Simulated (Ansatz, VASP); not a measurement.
## CdS in VASP and in Ansatz

```
Cd S
1.0
     0.00000    2.88409    2.94295
     2.88409    0.00000    2.94295
     2.88409    2.88409    0.00000
Cd S
1 1
Direct
  0.00000 0.00000 0.00000
  0.75000 0.75000 0.75000
```

Change from the starting cell: equal xx and yy strain of -2 %.

Alike in both runs: task single point; functional PBE; k mesh 7 × 7 × 7; occupations fermi-dirac, width 0.02 eV; no spin polarisation.

|  | VASP | Ansatz |
| --- | --- | --- |
| version | VASP 6.6.1 | Ansatz 0.2.0 |
| potentials or method | VASP PAW PBE potentials, release 64 (Cd, S), cutoff 520 eV | all-electron LAPW, scalar-relativistic |

VASP gave:

* gap on the k mesh at the Fermi level (eV): 1.16
* pressure (GPa): 4.1
* largest component of the traceless stress (GPa): 0.22

What did Ansatz give for the same quantities?

gap on the k mesh at the Fermi level (eV): 1.15; pressure (GPa): 3.8; largest component of the traceless stress (GPa): 0.22.

Ansatz ran all-electron here, so the differences hold the error of VASP's frozen core and of both bases.
